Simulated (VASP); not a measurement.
# Ti (P-1) in VASP: convergence with empty bands

Aim: find how far empty bands must go before the results for Ti settle, at r2SCAN. This setting moves, with any that are tied to it; all else stays.

Program: VASP 6.6.1. These are calculated values, not measurements. Logs are shortened: lines on timing, memory, paths and dates and some standing lists are left out, and cuts for length are marked.

## Step 1: The cell of the first run

The typed cell holds 1 atom: a = 2.880 Å, b = 2.768 Å, c = 2.855 Å, α = 108.08°, β = 110.02°, γ = 109.55°.

This isn't the form of Ti at room conditions, which is hcp.

The cell isn't the ideal one: cell strained at random at fixed volume.

## Step 2: With empty bands 1

Contents of INCAR:

```
PREC     = Accurate       # precision mode
ENCUT    = 500            # plane-wave cutoff, eV
EDIFF    = 1E-7           # SCF threshold, eV
ISMEAR   = 1              # smearing method
SIGMA    = 0.1            # smearing width, eV
LREAL    = F              # projectors in reciprocal space
LASPH    = T              # aspherical terms in the spheres
NELM     = 100            # most SCF steps
ALGO     = Normal         # electronic algorithm
ISIF     = 2              # what is computed and relaxed
LWAVE    = F              # write WAVECAR
LCHARG   = F              # write CHGCAR
METAGGA  = R2SCAN         # meta-GGA
LMIXTAU  = T            
NBANDS   = 3              # bands
```

Contents of KPOINTS:

```
regular mesh
0
Gamma
  8 8 8
```

Contents of POSCAR:

```
Ti
1.0
   -1.6553980000      1.6549040000      1.6776290000
    1.6135460000     -1.5997210000      1.5805940000
    1.6884850000      1.6328080000     -1.6224460000
Ti
1
Direct
    0.0041040000      0.0035770000      0.0033850000
```

Potentials or basis: VASP PAW PBE potentials, release 64 (Ti).

Started as:

```sh
$ cat potpaw_PBE.64/Ti/POTCAR > POTCAR
$ mpirun -np 1 vasp_std > vasp.out
```

OUTCAR:

```text
PREC = Accurate
   ENCUT = 500
   EDIFF = 1E-7
   ISMEAR = 1
   LREAL = F
   LASPH = T
   NELM = 100
   ISIF = 2
   METAGGA = R2SCAN

 Found    260 irreducible k-points:

 Following reciprocal coordinates:
            Coordinates               Weight
  0.000000  0.000000  0.000000      1.000000
  0.125000 -0.000000  0.000000      2.000000
  0.250000 -0.000000  0.000000      2.000000
  0.375000  0.000000  0.000000      2.000000
  0.500000 -0.000000  0.000000      1.000000
 -0.000000  0.125000  0.000000      2.000000
   k-points           NKPTS =    260   k-points in BZ     NKDIM =    260   number of bands    NBANDS=      3
   number of dos      NEDOS =    301   number of ions     NIONS =      1
   total plane-waves  NPLWV =  11520
   dimension x,y,z NGX =    24 NGY =   20 NGZ =   24
   dimension x,y,z NGXF=    48 NGYF=   40 NGZF=   48
   ions per type =               1
   NGX,Y,Z   is equivalent  to a cutoff of  13.85, 12.01, 13.98 a.u.
   NGXF,Y,Z  is equivalent  to a cutoff of  27.71, 24.03, 27.95 a.u.
 SYSTEM =  unknown system
   PREC   = accura    normal or accurate (medium, high low for compatibility)
   ISTART =      0    job   : 0-new  1-cont  2-samecut
   ICHARG =      2    charge: 1-file 2-atom 10-const
   ISPIN  =      1    spin polarized calculation?
   LNONCOLLINEAR =      F non collinear calculations
   LSORBIT =      F    spin-orbit coupling
   LASPH  =      T    aspherical Exc in radial PAW
   ENCUT  =  500.0 eV  36.75 Ry    6.06 a.u.   5.25  5.05  5.20*2*pi/ulx,y,z
   NELM   =    100;   NELMIN=  2; NELMDL= -5     # of ELM steps
   EDIFF  = 0.1E-06   stopping-criterion for ELM
   LREAL  =      F    real-space projection
   EDIFFG = 0.1E-05   stopping-criterion for IOM
   NSW    =      0    number of steps for IOM
   IBRION =     -1    ionic relax: 0-MD 1-quasi-New 2-CG
   NFREE  =      0    steps in history (QN), initial steepest desc. (CG)
   ISIF   =      2    stress and relaxation
   ISYM   =      2    0-nonsym 1-usesym 2-fastsym
   POTIM  = 0.5000    time-step for ionic-motion
   TEBEG  =    0.0;   TEEND  =   0.0 temperature during run
   PSTRESS=    0.0 pullay stress
   NELECT =       4.0000    total number of electrons
   NUPDOWN=      -1.0000    fix difference up-down
   EMIN   =  10.00;   EMAX   =-10.00  energy-range for DOS
   EFERMI =   0.00;   METHOD = LEGACY
   ISMEAR =     1;   SIGMA  =   0.10  broadening in eV -4-tet -1-fermi 0-gaus
   EFERMI_NEDOS =   21; number of points for ismear=-14 and -15
   IALGO  =     38    algorithm
   IMIX   =      4    mixing-type and parameters
     AMIX     =   0.40;   BMIX     =  1.00
     AMIX_MAG =   1.60;   BMIX_MAG =  1.00
  volume/ion in A,a.u.               =      17.68       119.28
  Fermi-wavevector in a.u.,A,eV,Ry     =   0.997622  1.885233 13.541206  0.995251
  Thomas-Fermi vector in A             =   2.129791
   LORBIT       =      0    0 simple, 1 ext, 2 COOP (PROOUT), +10 PAW based schemes
   METAGGA = R2SCAN    functional components
   LHFCALC =     F    Hartree Fock is set to
   AEXX    =    0.0000 exact exchange contribution
   IVDW    =     0    specifies the selected vdW correction
   LEPSILON=     F    determine dielectric tensor
   LRPA    =     F    only Hartree local field effects (RPA)
 non-spin polarized calculation
 Methfessel and Paxton  Order N= 1 SIGMA  =   0.10
  energy-cutoff  :      500.00
  volume of cell :       17.68
 maximum number of plane-waves:       460
 NGX is ok and might be reduce to    24
   NGX = 11   NGY = 11   NGZ = 11

 number of electron       4.0000000 magnetization

 Free energy of the ion-electron system (eV)
  ---------------------------------------------------
  ext. energy  EPLUGINS =         0.00000000
  ---------------------------------------------------
  free energy    TOTEN  =       -12.72186638 eV

  energy without entropy =      -12.72083800  energy(sigma->0) =      -12.72152358

 E-fermi :   2.7083     XC(G=0): -11.8747

 val. band max:        2.7045559738   @ k =   0.1250   0.2500   0.0000
 cond. band min:       2.7101812615   @ k =   0.0000  -0.3750   0.1250
 fundamental gap:      0.0056252876
 Fermi energy:         2.7082532914

 k-point     1 :       0.0000    0.0000    0.0000
  band No.  band energies     occupation
      1      -3.5114      2.00000
      2       3.5193     -0.00000
      3       3.9078     -0.00000

 k-point     2 :       0.1250   -0.0000    0.0000
  band No.  band energies     occupation
      1      -2.9895      2.00000
      2       3.3357     -0.00000
      3       3.7037     -0.00000

 k-point     3 :       0.2500   -0.0000    0.0000
  band No.  band energies     occupation
      1      -1.6153      2.00000
      2       2.8824     -0.03357
      3       3.1279     -0.00000

 k-point     4 :       0.3750    0.0000    0.0000
  band No.  band energies     occupation
      1      -0.1975      2.00000
      2       2.4445      2.00123
      3       2.9694     -0.00138

 k-point     5 :       0.5000   -0.0000    0.0000
  band No.  band energies     occupation
      1       0.2077      2.00000
      2       2.2717      2.00000
      3       3.4335     -0.00000

 k-point     6 :      -0.0000    0.1250    0.0000
  band No.  band energies     occupation
      1      -2.9583      2.00000
      2       3.6186     -0.00000
      3       3.7248     -0.00000

 [... further k-points ...]

------------------------ aborting loop because EDIFF is reached ----------------------------------------

  FORCE on cell =-STRESS in cart. coord.  units (eV):
  Direction    XX          YY          ZZ          XY          YZ          ZX
  --------------------------------------------------------------------------------------
  -------------------------------------------------------------------------------------
  Total       -0.5366711     -0.5635431     -0.5935845     -0.0889110     -0.1579211      0.1213944
  in kB      -48.6444154    -51.0801201    -53.8030976     -8.0589828    -14.3141250     11.0033124
  external PRESSURE =     -51.1758777 kB  Pullay stress =       0.0000000 kB

 VOLUME and BASIS-vectors are now :
 -----------------------------------------------------------------------------
  energy-cutoff  :      500.00
  volume of cell :       17.68
      direct lattice vectors                 reciprocal lattice vectors
    -1.655398000  1.654904000  1.677629000     0.000829053  0.299087931  0.301860900
     1.613546000 -1.599721000  1.580594000     0.306868952 -0.008308267  0.310998220
     1.688485000  1.632808000 -1.622446000     0.299810329  0.301166627 -0.001249643

 POSITION                                       TOTAL-FORCE (eV/Angst)
 -----------------------------------------------------------------------------------
      0.00469      0.00660      0.00705        -0.000000     -0.000000      0.000000
 -----------------------------------------------------------------------------------
    total drift:                                0.000009     -0.000005      0.000010

  FREE ENERGIE OF THE ION-ELECTRON SYSTEM (eV)
  ---------------------------------------------------
  free  energy   TOTEN  =       -12.7218663782 eV

  energy  without entropy=      -12.7208379963  energy(sigma->0) =      -12.72152358
```

Wall time 32 s (1 thread of Intel Xeon Platinum 8559C (Emerald Rapids), shared host); peak memory 0.15 GiB.

What came out:

- Free energy: -12.7219 eV
- Pressure: -5.1 GPa

## Step 3: With empty bands 2

INCAR: that of step 2 with these lines changed.

```diff
@@ -14,2 +14,2 @@
 LMIXTAU  = T            
-NBANDS   = 3              # bands
+NBANDS   = 4              # bands
```

KPOINTS is that of step 2.

POSCAR is that of step 2.

Potentials or basis: VASP PAW PBE potentials, release 64 (Ti).

Started as:

```sh
$ cat potpaw_PBE.64/Ti/POTCAR > POTCAR
$ mpirun -np 1 vasp_std > vasp.out
```

Wall time 42 s (1 thread of Intel Xeon Platinum 8559C (Emerald Rapids), shared host); peak memory 0.16 GiB.

Results:

```
Free energy            : -12.7219 eV
Pressure               : -5.1 GPa
Band gap on the k mesh : none (metal or under the smearing width)
```

## Step 4: With empty bands 3

INCAR: that of step 3 with these lines changed.

```diff
@@ -14,2 +14,2 @@
 LMIXTAU  = T            
-NBANDS   = 4              # bands
+NBANDS   = 5              # bands
```

KPOINTS is that of step 3.

POSCAR is that of step 3.

Started as:

```sh
$ cat potpaw_PBE.64/Ti/POTCAR > POTCAR
$ mpirun -np 1 vasp_std > vasp.out
```

Run time: 45 s. Hardware: 1 thread of Intel Xeon Platinum 8559C (Emerald Rapids), shared host; peak memory 0.16 GiB.

What came out:

```yaml
Free_energy: -12.7219 eV
Pressure: -5.1 GPa
Band_gap_on_the_k_mesh: none (metal or under the smearing width)
```

## Step 5: With empty bands 4

INCAR: that of step 4 with these lines changed.

```diff
@@ -14,2 +14,2 @@
 LMIXTAU  = T            
-NBANDS   = 5              # bands
+NBANDS   = 6              # bands
```

KPOINTS is that of step 4.

POSCAR is that of step 4.

Started as:

```sh
$ cat potpaw_PBE.64/Ti/POTCAR > POTCAR
$ mpirun -np 1 vasp_std > vasp.out
```

It took 53 s on 1 thread of Intel Xeon Platinum 8559C (Emerald Rapids), shared host; peak memory 0.17 GiB.

What came out:

- Free energy: -12.7219 eV
- Pressure: -5.1 GPa
- Band gap on the k mesh: none (metal or under the smearing width)

## Step 6: With empty bands 6

INCAR: that of step 5 with these lines changed.

```diff
@@ -14,2 +14,2 @@
 LMIXTAU  = T            
-NBANDS   = 6              # bands
+NBANDS   = 8              # bands
```

KPOINTS is that of step 5.

POSCAR is that of step 5.

Potentials or basis: VASP PAW PBE potentials, release 64 (Ti).

Started as:

```sh
$ cat potpaw_PBE.64/Ti/POTCAR > POTCAR
$ mpirun -np 1 vasp_std > vasp.out
```

Wall time 73 s (1 thread of Intel Xeon Platinum 8559C (Emerald Rapids), shared host); peak memory 0.17 GiB.

Results:

- Free energy: -12.7219 eV
- Pressure: -5.1 GPa
- Band gap on the k mesh: none (metal or under the smearing width)

## Step 7: With empty bands 10

INCAR: that of step 6 with these lines changed.

```diff
@@ -14,2 +14,2 @@
 LMIXTAU  = T            
-NBANDS   = 8              # bands
+NBANDS   = 12             # bands
```

KPOINTS is that of step 6.

POSCAR is that of step 6.

Started as:

```sh
$ cat potpaw_PBE.64/Ti/POTCAR > POTCAR
$ mpirun -np 1 vasp_std > vasp.out
```

Run time: 99 s. Hardware: 1 thread of Intel Xeon Platinum 8559C (Emerald Rapids), shared host; peak memory 0.18 GiB.

What came out:

```yaml
Free_energy: -12.7219 eV
Pressure: -5.1 GPa
Band_gap_on_the_k_mesh: none (metal or under the smearing width)
```

## Step 8: With empty bands 16

INCAR: that of step 7 with these lines changed.

```diff
@@ -14,2 +14,2 @@
 LMIXTAU  = T            
-NBANDS   = 12             # bands
+NBANDS   = 18             # bands
```

KPOINTS is that of step 7.

POSCAR is that of step 7.

Started as:

```sh
$ cat potpaw_PBE.64/Ti/POTCAR > POTCAR
$ mpirun -np 1 vasp_std > vasp.out
```

Wall time 2.4 min (1 thread of Intel Xeon Platinum 8559C (Emerald Rapids), shared host); peak memory 0.19 GiB.

Results (log left out):

```
Free energy            : -12.7219 eV
Pressure               : -5.1 GPa
Band gap on the k mesh : none (metal or under the smearing width)
```

## Step 9: The series at a glance

```
empty bands  energy less the tightest run, at zero smearing (meV/atom)  SCF cycles  CPU time (s)  peak memory (GiB)
          1                                                       0.00          16            26               0.15
          2                                                       0.00          16            35               0.16
          3                                                       0.00          16            39               0.16
          4                                                       0.00          18            47               0.17
          6                                                       0.00          18            67               0.17
         10                                                       0.00          18            94               0.18
         16                                                       0.00          18           140               0.19
```

Against the tightest run, the energy stays within 1 meV/atom from 1 on. The tightest run that finished is the yardstick and may itself not be fully converged.

Caveats: the PAW data sets were made with another functional, which shifts forces and pressure a little.
